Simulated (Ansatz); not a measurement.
Clusters are cut from relaxed bulk GaP (F-43m, 20.85 Å³/atom, gap on the mesh 1.58 eV) and relaxed in a periodic box with vacuum; the excess energy counts from that bulk. Caps count from half an H2 molecule.

Computed with DFT PBE, scalar-relativistic, plane waves, PAW (Ansatz).

Cutoff 420 eV, Gaussian smearing of 0.05 eV, energies at zero smearing, symmetry of each start kept, no spin polarisation.

```json
{"start": "P3Ga3H12, sphere cut", "atoms": "18", "k mesh": "1×1×1", "excess energy (eV per host atom)": "0.440", "gap on the mesh (eV)": "4.82", "highest filled level or Fermi level under vacuum (eV)": "6.61"}
{"start": "P5Ga5H18, sphere cut", "atoms": "28", "k mesh": "1×1×1", "excess energy (eV per host atom)": "0.429", "gap on the mesh (eV)": "4.44", "highest filled level or Fermi level under vacuum (eV)": "6.32"}
```

Each run keeps its start's symmetry and one magnetic start, so lower states can exist.

Cost: 2 runs of about 8.7 core-minutes in all, on Arm Neoverse V2 (shared hosts).